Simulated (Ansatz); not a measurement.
# Li16PS7: the cost of one run

Program: Ansatz 0.2.0. Level of theory: DFT, PBE, plane-wave PAW, default files, scalar-relativistic, as far as a step names no other. These are calculated values, not measurements.

The COD entry's cell or inner coordinates are ideal or old and differ from later refinements, so a difference from it is no clean test against experiment.

## 1. The starting structure

The structure is cubic, space group Fm-3m (No. 225). Conventional cell: a = 11.378 Å, b = 11.378 Å, c = 11.378 Å, α = 90.00°, β = 90.00°, γ = 90.00°. Around Li (site symmetry 3m) lie 1 P at 2.46 Å and 3 S at 2.46 Å. Li (site symmetry 3m) has 4 S at 2.46 Å as nearest neighbours. P (site symmetry m-3m) is surrounded by 8 Li at 2.46 Å. S (site symmetry mmm) has 8 Li at 2.46 Å as nearest neighbours. Around S (site symmetry m-3m) lie 8 Li at 2.46 Å.

Coordinates:

```cif
data_structure
_symmetry_space_group_name_H-M 'P 1'
_symmetry_Int_Tables_number 1
_cell_length_a 8.0455
_cell_length_b 8.0455
_cell_length_c 8.0455
_cell_angle_alpha 60.000
_cell_angle_beta 60.000
_cell_angle_gamma 60.000
_cell_volume 368.25
loop_
_atom_site_label
_atom_site_type_symbol
_atom_site_fract_x
_atom_site_fract_y
_atom_site_fract_z
_atom_site_occupancy
Li1 Li 0.12500 0.12500 0.12500 1
Li2 Li 0.12500 0.12500 0.62500 1
Li3 Li 0.12500 0.62500 0.12500 1
Li4 Li 0.12500 0.62500 0.62500 1
Li5 Li 0.62500 0.12500 0.12500 1
Li6 Li 0.62500 0.12500 0.62500 1
Li7 Li 0.62500 0.62500 0.12500 1
Li8 Li 0.62500 0.62500 0.62500 1
Li9 Li 0.37500 0.37500 0.37500 1
Li10 Li 0.37500 0.37500 0.87500 1
Li11 Li 0.37500 0.87500 0.37500 1
Li12 Li 0.37500 0.87500 0.87500 1
Li13 Li 0.87500 0.37500 0.37500 1
Li14 Li 0.87500 0.37500 0.87500 1
Li15 Li 0.87500 0.87500 0.37500 1
Li16 Li 0.87500 0.87500 0.87500 1
P1 P 0.00000 0.00000 0.00000 1
S1 S 0.00000 0.00000 0.50000 1
S2 S 0.00000 0.50000 0.00000 1
S3 S 0.00000 0.50000 0.50000 1
S4 S 0.50000 0.00000 0.00000 1
S5 S 0.50000 0.00000 0.50000 1
S6 S 0.50000 0.50000 0.00000 1
S7 S 0.50000 0.50000 0.50000 1
```

Atom 17 of the input is the impurity.

## 2. Single point at the given positions

File input.yaml:

```yaml
crystal:
  lattice:
    - [0.0, 5.689, 5.689]
    - [5.689, 0.0, 5.689]
    - [5.689, 5.689, 0.0]
  atoms:
    - { symbol: Li, position: [0.125, 0.125, 0.125] }
    - { symbol: Li, position: [0.125, 0.125, 0.625] }
    - { symbol: Li, position: [0.125, 0.625, 0.125] }
    - { symbol: Li, position: [0.125, 0.625, 0.625] }
    - { symbol: Li, position: [0.625, 0.125, 0.125] }
    - { symbol: Li, position: [0.625, 0.125, 0.625] }
    - { symbol: Li, position: [0.625, 0.625, 0.125] }
    - { symbol: Li, position: [0.625, 0.625, 0.625] }
    - { symbol: Li, position: [0.375, 0.375, 0.375] }
    - { symbol: Li, position: [0.375, 0.375, 0.875] }
    - { symbol: Li, position: [0.375, 0.875, 0.375] }
    - { symbol: Li, position: [0.375, 0.875, 0.875] }
    - { symbol: Li, position: [0.875, 0.375, 0.375] }
    - { symbol: Li, position: [0.875, 0.375, 0.875] }
    - { symbol: Li, position: [0.875, 0.875, 0.375] }
    - { symbol: Li, position: [0.875, 0.875, 0.875] }
    - { symbol: P, position: [0.0, 0.0, 0.0] }
    - { symbol: S, position: [0.0, 0.0, 0.5] }
    - { symbol: S, position: [0.0, 0.5, 0.0] }
    - { symbol: S, position: [0.0, 0.5, 0.5] }
    - { symbol: S, position: [0.5, 0.0, 0.0] }
    - { symbol: S, position: [0.5, 0.0, 0.5] }
    - { symbol: S, position: [0.5, 0.5, 0.0] }
    - { symbol: S, position: [0.5, 0.5, 0.5] }
total_charge: -1
kpoints:
  mp_grid: { grid: [3, 3, 3] }
scf:
  occupations: { method: fermi_dirac, width: 0.01 }
hamiltonian:
  xc: pbe
  pseudopotentials: { kind: paw }
output:
  forces: true
  stress: true
  populations: true
  efg:
    quadrupole_moments_barn: { Li: -0.0401, S: -0.0694 }
    contact_densities: true
```

Command:

```
ansatz run input.yaml --threads 1 --pin off --max-ram 2560MiB --backend cpu --events-out ev --progress --plain --runs-dir out
```

**Question.** How long does this run take on 1 thread of an x86-64 CPU, shared host, and how much memory does it need?

About 6.6 s, with a peak of 0.75 GiB.
